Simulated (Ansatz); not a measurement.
# How much does W in Ru(0001), 2x2 scatter?, part 3 of 3

How strong a scatterer is W in Ru(0001), 2x2, and does relaxation matter?

Ansatz 0.2.0; Ansatz plane-wave DFT, PBE, PAW files; ballistic transport by layer matching (Landauer), zero bias; PAW set soft_1 (the session's first sound run).

So far, resistivity per at.% scaled from this dense plane, with the factor 3/4 for isotropic scattering (µΩ cm): step 3 (resistance at ideal sites) 2.01.

### Step 5. Transmission after relaxation, relaxed yes

The transmission is solved again on the relaxed atoms.

This step: Ansatz plane-wave DFT, PBE, PAW files; ballistic transport by layer matching (Landauer), zero bias; PAW set soft_1 (Ansatz 0.2.0).

File input.yaml:

```yaml
crystal:
  lattice:
    - [5.4116, 0.0, 0.0]
    - [-2.7058, 4.6865830751, 0.0]
    - [0.0, 0.0, 34.2552]
  atoms:
    - { symbol: Ru, position: [0.1666666667, 0.3333333333, 0.03125] }
    - { symbol: Ru, position: [0.1666666667, 0.8333333333, 0.03125] }
    - { symbol: Ru, position: [0.6666666667, 0.3333333333, 0.03125] }
    - { symbol: Ru, position: [0.6666666667, 0.8333333333, 0.03125] }
    - { symbol: Ru, position: [0.3333333333, 0.1666666667, 0.09375] }
    - { symbol: Ru, position: [0.3333333333, 0.6666666667, 0.09375] }
    - { symbol: Ru, position: [0.8333333333, 0.1666666667, 0.09375] }
    - { symbol: Ru, position: [0.8333333333, 0.6666666667, 0.09375] }
    - { symbol: Ru, position: [0.1666666667, 0.3333333333, 0.15625] }
    - { symbol: Ru, position: [0.1666666667, 0.8333333333, 0.15625] }
    - { symbol: Ru, position: [0.6666666667, 0.3333333333, 0.15625] }
    - { symbol: Ru, position: [0.6666666667, 0.8333333333, 0.15625] }
    - { symbol: Ru, position: [0.3333333333, 0.1666666667, 0.21875] }
    - { symbol: Ru, position: [0.3333333333, 0.6666666667, 0.21875] }
    - { symbol: Ru, position: [0.8333333333, 0.1666666667, 0.21875] }
    - { symbol: Ru, position: [0.8333333333, 0.6666666667, 0.21875] }
    - { symbol: Ru, position: [0.1666666667, 0.3333333333, 0.28125] }
    - { symbol: Ru, position: [0.1666666667, 0.8333333333, 0.28125] }
    - { symbol: Ru, position: [0.6666666667, 0.3333333333, 0.28125] }
    - { symbol: Ru, position: [0.6666666667, 0.8333333333, 0.28125] }
    - { symbol: Ru, position: [0.3331011313, 0.1668988687, 0.3434560932] }
    - { symbol: Ru, position: [0.3331011313, 0.6662022627, 0.3434560932] }
    - { symbol: Ru, position: [0.8337977373, 0.1668988687, 0.3434560932] }
    - { symbol: Ru, position: [0.8333333333, 0.6666666667, 0.3434689592] }
    - { symbol: Ru, position: [0.1666666667, 0.3333333333, 0.4061538644] }
    - { symbol: Ru, position: [0.1650476199, 0.83252381, 0.4055315104] }
    - { symbol: Ru, position: [0.66747619, 0.3349523801, 0.4055315104] }
    - { symbol: Ru, position: [0.66747619, 0.83252381, 0.4055315104] }
    - { symbol: Ru, position: [0.3343061189, 0.1656938811, 0.4680347777] }
    - { symbol: Ru, position: [0.3343061189, 0.6686122377, 0.4680347777] }
    - { symbol: Ru, position: [0.8313877623, 0.1656938811, 0.4680347777] }
    - { symbol: Ru, position: [0.8333333333, 0.6666666667, 0.4683631349] }
    - { symbol: W, position: [0.1666666667, 0.3333333333, 0.5311262546] }
    - { symbol: Ru, position: [0.1638093378, 0.8319046689, 0.531129982] }
    - { symbol: Ru, position: [0.6680953311, 0.3361906622, 0.531129982] }
    - { symbol: Ru, position: [0.6680953311, 0.8319046689, 0.531129982] }
    - { symbol: Ru, position: [0.3342978225, 0.1657021775, 0.5942360373] }
    - { symbol: Ru, position: [0.3342978225, 0.6685956451, 0.5942360373] }
    - { symbol: Ru, position: [0.8314043549, 0.1657021775, 0.5942360373] }
    - { symbol: Ru, position: [0.8333333333, 0.6666666667, 0.5939053286] }
    - { symbol: Ru, position: [0.1666666667, 0.3333333333, 0.6561389891] }
    - { symbol: Ru, position: [0.1650281297, 0.8325140648, 0.6567306711] }
    - { symbol: Ru, position: [0.6674859352, 0.3349718703, 0.6567306711] }
    - { symbol: Ru, position: [0.6674859352, 0.8325140648, 0.6567306711] }
    - { symbol: Ru, position: [0.3333333333, 0.1666666667, 0.71875] }
    - { symbol: Ru, position: [0.3333333333, 0.6666666667, 0.71875] }
    - { symbol: Ru, position: [0.8333333333, 0.1666666667, 0.71875] }
    - { symbol: Ru, position: [0.8333333333, 0.6666666667, 0.71875] }
    - { symbol: Ru, position: [0.1666666667, 0.3333333333, 0.78125] }
    - { symbol: Ru, position: [0.1666666667, 0.8333333333, 0.78125] }
    - { symbol: Ru, position: [0.6666666667, 0.3333333333, 0.78125] }
    - { symbol: Ru, position: [0.6666666667, 0.8333333333, 0.78125] }
    - { symbol: Ru, position: [0.3333333333, 0.1666666667, 0.84375] }
    - { symbol: Ru, position: [0.3333333333, 0.6666666667, 0.84375] }
    - { symbol: Ru, position: [0.8333333333, 0.1666666667, 0.84375] }
    - { symbol: Ru, position: [0.8333333333, 0.6666666667, 0.84375] }
    - { symbol: Ru, position: [0.1666666667, 0.3333333333, 0.90625] }
    - { symbol: Ru, position: [0.1666666667, 0.8333333333, 0.90625] }
    - { symbol: Ru, position: [0.6666666667, 0.3333333333, 0.90625] }
    - { symbol: Ru, position: [0.6666666667, 0.8333333333, 0.90625] }
    - { symbol: Ru, position: [0.3333333333, 0.1666666667, 0.96875] }
    - { symbol: Ru, position: [0.3333333333, 0.6666666667, 0.96875] }
    - { symbol: Ru, position: [0.8333333333, 0.1666666667, 0.96875] }
    - { symbol: Ru, position: [0.8333333333, 0.6666666667, 0.96875] }
kpoints:
  mp_grid: { grid: [5, 5, 1] }
hamiltonian:
  xc: pbe
  pseudopotentials: { kind: paw, azcp: { folder: soft_1 } }
scf:
  occupations: { method: fermi_dirac, width: 0.1 }
output:
  transmission:
    leads: [[0, 8]]
    kmesh: [10, 10]
    e_range: [-0.05, 0.05]
    de: 0.05
  write_potential: true
  write_density: true
  volumetric_format: npy
```

Launch:

```console
ansatz run input.yaml --threads 4 --pin off --max-ram 15360MiB --backend cpu --events-out ev --progress --plain --runs-dir out
```

Numbers of over 12 decimals in the logs are rounded to 6 here.

The program printed:

```text
[...]
Crystal: 64 atoms, lattice volume = 868.777 Å³
Basis set: ecut = 420 eV, 16909 PW (Γ)
Bands: 614, of which v1, the nominal top of the filled ones, is band 511 counted from 1 (510 counted from 0)
Symmetry: 6 space group operations
[...]
k-points: 5 of 25 (time reversal used)
[...]
SCF iter   1: F=—  HF=-380805.405423 eV  |F-HF|=—  |Δ(HF+E_count)|=         —  Δρ=1.41e-1  dr2=6.38e3  ethr=3.10e-3  ⟨swp⟩=5.0  Hψ=9703  notcnv=0
[...]
SCF iter  11: F=-380746.759062 eV  HF=-380746.759062 eV  |F-HF|=8.44e-9  |Δ(HF+E_count)|=  6.98e-10  Δρ=3.22e-7  dr2=8.89e-9  ethr=9.78e-12  ⟨swp⟩=7.6  Hψ=7015  notcnv=0
SCF 1 converged in 11 iterations: F = -380746.759062 eV  dr2 = 8.89e-9
[...]
transmission: 89 of 882 steps passed
transmission: 179 of 882 steps passed
[...]
transmission: 882 of 882 steps passed
SCF converged after 11 iterations
Free energy (F): -380746.759062 eV
[...]
Internal energy: -380744.750190 eV  (E = F + TS)
E sigma→0 (E₀):  -380745.754626 eV
Entropy (-TS):   -2.008871 eV (-31.389 meV/atom)
Fermi energy:    23.409190 eV
[...]
--- Band table (eV; the first three rows and the last of 5) ---
  k-point 0: bands = [... 507 lower, 24.1602, 24.1744, 24.1763, 24.1763, 24.2285, 24.2370, 24.2370, 24.3385, ... 99 higher]
  k-point 1: bands = [... 507 lower, 23.5798, 23.5815, 23.8922, 23.9069, 23.9410, 23.9466, 23.9647, 23.9721, ... 99 higher]
  k-point 2: bands = [... 507 lower, 23.1057, 23.1288, 23.1551, 23.1929, 23.2392, 23.2929, 23.3116, 23.4440, ... 99 higher]
  k-point 4: bands = [... 507 lower, 23.0327, 23.0462, 23.0670, 23.0886, 23.1032, 23.1652, 23.3848, 23.4011, ... 99 higher]
--- Transmission ---
  basis      : 223 plane waves across, 63 finite elements along
  points     : 14, standing for a mesh of 10 x 10
[...]
channels       : 5.280000e0 a spin
[...]
junction   : crystal 0 to crystal 0, 1.44 to 31.42 Å
    transmission   : 4.476630e0 a spin
[...]
```

The job ended after 5 min (4 threads of Intel Xeon Platinum 8259CL at 2.50GHz (Skylake/Cascade Lake), shared host; peak memory 8.3 GiB).

Numbers from this step:

```
free energy                                    : -380746.7591 eV
energy at zero smearing                        : -380745.7546 eV
transmission per spin nearest the Fermi level  : 4.477
open channels per spin nearest the Fermi level : 5.28
```

Per spin. The transmission, zone mean by energy, zero at the Fermi level:

| energy (eV) | transmission, zone mean |
| --- | --- |
| -0.0500 | 4.44 |
| 0.0000 | 4.48 |
| 0.0500 | 4.73 |

Transmission over k1 and k2. At 0.0000 eV from the Fermi level.

Ten even steps from '0' (1.9) to '9' (11.2):
```
0222220000
0222222000
0224642200
0226996220
2224999422
0022699622
0002246422
0000222222
0000022222
2000020000
```
Columns: k1 (b1) from -0.5 to 0.4; rows upwards: k2 (b2) from -0.5 to 0.4.

Over the solved energies the transmission per spin lies between 4.44 and 4.73, out of 5.5 channels of the lead on average (up to 6.06).

### Step 6. Resistance after relaxation

This step: Ansatz plane-wave DFT, PBE, PAW files; ballistic transport by layer matching (Landauer), zero bias; area resistance of the defect plane and resistivity an atomic per cent; PAW set soft_1 (Ansatz 0.2.0).

This step gave:

| Property | Result |
| --- | --- |
| area resistance | 0.1246 fΩ m² |
| T over the leads' mean channel count | 0.8269 |
| resistivity per at.% scaled from this dense plane, with the factor 3/4 for isotropic scattering | 1.746 µΩ cm |

Averaged over the energies near the Fermi level, 82.7 % of the channels pass, which makes 0.125 fΩ m², against 0.143 on ideal sites.

### Step 7. What came out

```yaml
share_of_channels_that_pass_rigid: 0.794
area_resistance_rigid: 0.143 fΩ m²
resistivity_per_at_from_the_area_resistance_times_3_over_4_rigid: 2.01 µΩ cm
share_of_channels_that_pass_relaxed: 0.827
area_resistance_relaxed: 0.125 fΩ m²
resistivity_per_at_from_the_area_resistance_times_3_over_4_relaxed: 1.75 µΩ cm
```

The plane of defects adds 0.12 fΩ m². Scaled to one atomic per cent that is 2.3 µΩ cm as it stands and 1.7 with the factor 3/4 for isotropic scattering on a spherical Fermi surface; with the reflection in place of the resistance taken as linear in the density it would be 1.4. These are rough estimates of the dilute value, not bounds. One W in each 2x2 cell reflects 17 % of the lead's channels. The relaxed cell differs by -13 % in resistance; between the two runs the lead's own channel count goes from 5.92 to 5.5, so sampling may have a part in it. The defects form a dense periodic sheet that scatters coherently, unlike a dilute random alloy. T and N are means over the solved energies nearest the Fermi level. Spin-orbit coupling is left out, which matters for W.

[Logs are printed without paths, hosts, clocks, repeated set-up lines and the standing remarks that a program may print on its own settings, such as how far it seeks lower states.]

[Hosts, paths, dates, database ids (printed as entryN), source tags and the programs' standing remarks are cut or masked in the printed files.]
